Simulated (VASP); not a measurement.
Te:

```
Te
1.0
     2.30590    1.33131    1.69095
    -2.30590    1.33131    1.69095
     0.00000   -2.66263    1.69095
Te
1
Direct
  0.50000 0.50000 0.50000
```

This isn't the form of Te at room conditions, which is trigonal, of chains.

| Item | Value |
| --- | --- |
| Program | VASP 6.6.1 |
| Task | relaxation of cell and atoms |
| Functional | optB86b-vdW |
| Potentials or basis | VASP PAW PBE potentials, release 64 (Te) |
| Cutoff | 600 eV |
| k mesh | 9 × 9 × 9 |
| Occupations | fermi-dirac, width 0.05 eV |
| Spin | no spin polarisation |

At the start: pressure 1.8 GPa; volume 31.15 Å³/atom.

Question: How do energy, volume and symmetry change on relaxing?

Answer: Over 10 steps the energy falls by 6.6 meV/atom and the volume is 32.33 Å³/atom (+3.8 %); space group R-3m (No. 166, to 0.05 Å).

The path:
| step | energy change (eV) | largest force (eV/Å) | pressure (GPa) | volume (Å³) |
| --- | --- | --- | --- | --- |
| 1 | 0.0000 | 0.0000 | 1.80 | 31.15 |
| 2 | -0.0034 | 0.0000 | -1.12 | 32.75 |
| 3 | -0.0053 | 0.0000 | 0.05 | 32.13 |
| 4 | -0.0053 | 0.0000 | -0.03 | 32.16 |
| 5 | -0.0054 | 0.0000 | -0.05 | 32.17 |
| 6 | -0.0056 | 0.0000 | -0.06 | 32.21 |
| 7 | -0.0061 | 0.0000 | -0.09 | 32.29 |
| 8 | -0.0065 | 0.0000 | -0.19 | 32.43 |
| 9 | -0.0066 | 0.0000 | 0.09 | 32.28 |
| 10 | -0.0066 | 0.0000 | -0.01 | 32.33 |

Final structure:
```
Te
1.0
     2.29423    1.32457    1.77300
    -2.29423    1.32457    1.77300
     0.00000   -2.64914    1.77300
Te
1
Direct
  0.50000 0.50000 0.50000
```

Caveat: the PAW data sets were made with another functional, which shifts forces and pressure a little.
